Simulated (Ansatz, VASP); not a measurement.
## Two plane-wave programs on Mo

File INCAR:

```
SYSTEM = Mo
PREC = Accurate
ENCUT = 520
EDIFF = 1E-7
ISMEAR = 0
SIGMA = 0.1
LREAL = .False.
LASPH = .True.
NELM = 100
ALGO = Normal
ISIF = 2
LWAVE = .False.
LCHARG = .False.
GGA = PE
NBANDS = 13
```

File KPOINTS:

```
Automatic mesh
0
Gamma
  18 18 18
  0 0 0
```

POSCAR

```
Mo
1.0
    0.0000000000      2.0898975500      2.0898975500
    2.0898975500      0.0000000000      2.0898975500
    2.0898975500      2.0898975500      0.0000000000
Mo
1
Direct
    0.0000000000      0.0000000000      0.0000000000
```

Input for Ansatz:

```yaml
crystal:
  lattice:
    - [0.0, 2.08989755, 2.08989755]
    - [2.08989755, 0.0, 2.08989755]
    - [2.08989755, 2.08989755, 0.0]
  atoms:
    - { symbol: Mo, position: [0.0, 0.0, 0.0] }
basis:
  ecutwfc: 420
kpoints:
  mp_grid: { grid: [18, 18, 18] }
hamiltonian:
  xc: pbe
scf:
  occupations: { method: gaussian, width: 0.1 }
output:
  forces: true
  stress: true
  eigenvalues: true
```

Alike in both runs: task single point; functional PBE; k mesh 18 × 18 × 18; occupations gaussian, width 0.1 eV; no spin polarisation.

|  | VASP | Ansatz |
| --- | --- | --- |
| version | VASP 6.6.1 | Ansatz 0.2.0 |
| potentials or method | VASP PAW PBE potentials, release 64 (Mo_sv) | scalar-relativistic, plane waves, PAW |
| plane-wave cutoff (eV) | 520 | 420 |
| valence electrons in the cell | 14 | 14 |

```csv
,VASP,Ansatz,Ansatz less VASP
gap on the k mesh at the Fermi level (eV),none,none,-
pressure (GPa),-23.5,-23.8,-0.26
```

A gap of «none» marks a metal or a gap that the smearing closes.

Caveats: so large a pressure means that the cell lies far from this level's equilibrium, or that cutoff or potentials fall short (VASP).
